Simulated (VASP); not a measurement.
SnTe: relaxation of cell and atoms with BLYP

Crystal: SnTe.

```xyz
2
Lattice="0.0000 3.1509 3.1509 3.1509 0.0000 3.1509 3.1509 3.1509 0.0000" Properties=species:S:1:pos:R:3 pbc="T T T"
Te    3.1509    3.1509    3.1509
Sn    0.0000    0.0000    0.0000
```

```json
{"Program": "VASP 6.6.1", "Task": "relaxation of cell and atoms", "Functional": "BLYP", "Potentials or basis": "VASP PAW PBE potentials, release 64 (Te, Sn_d)", "Cutoff": "600 eV", "k mesh": "7 × 7 × 7", "Occupations": "fermi-dirac, width 0.05 eV", "Spin": "no spin polarisation", "Further INCAR settings": "ALGO = Normal; EDIFF = 1e-06; IBRION = 2; EDIFFG = -0.02; NSW = 60; ISIF = 3"}
```

The relaxed volume is 35.93 Å³/atom, the relaxed cell is a = 4.666 Å, b = 4.666 Å, c = 4.666 Å, α = 60.00°, β = 60.00°, γ = 60.00° and the space group after relaxing (to 0.05 Å) is Fm-3m (No. 225). The energy gained by relaxing is 80.2 meV/atom and the ionic steps are 3. The pressure after relaxing is 0.0 GPa.

Step by step:
```
step  energy change (eV)  largest force (eV/Å)  pressure (GPa)  volume (Å³)
   1              0.0000                0.0000            6.20        62.56
   2             -0.1535                0.0000           -0.95        74.18
   3             -0.1604                0.0000            0.03        71.85
```

Final structure:
```
CELL_PARAMETERS angstrom
0.00000 3.29969 3.29969
3.29969 0.00000 3.29969
3.29969 3.29969 0.00000
ATOMIC_POSITIONS crystal
Te 0.50000 0.50000 0.50000
Sn 0.00000 0.00000 0.00000
```

Levels at points of the mesh, in eV from the Fermi level:
```csv
k point,band 8,band 9,band 10,band 11,band 12,band 13
"(0.00, 0.00, 0.00)",-1.80,-1.80,-1.80,2.96,2.96,2.96
```

Wall time 73 s on 1 thread of Intel(R) Xeon(R) Platinum 8259CL CPU @ 2.50GHz (Skylake/Cascade Lake) (shared host), peak memory 0.23 GiB.

Caveat: this odd mesh misses L, where the gap lies, so gap, dielectric constants and Born charges aren't listed; the PAW data sets were made with another functional, which shifts forces and pressure a little; the volume moved by +15 % from the deposited cell, more than functionals usually miss. The run has no spin-orbit coupling, so splittings on Te are missing.
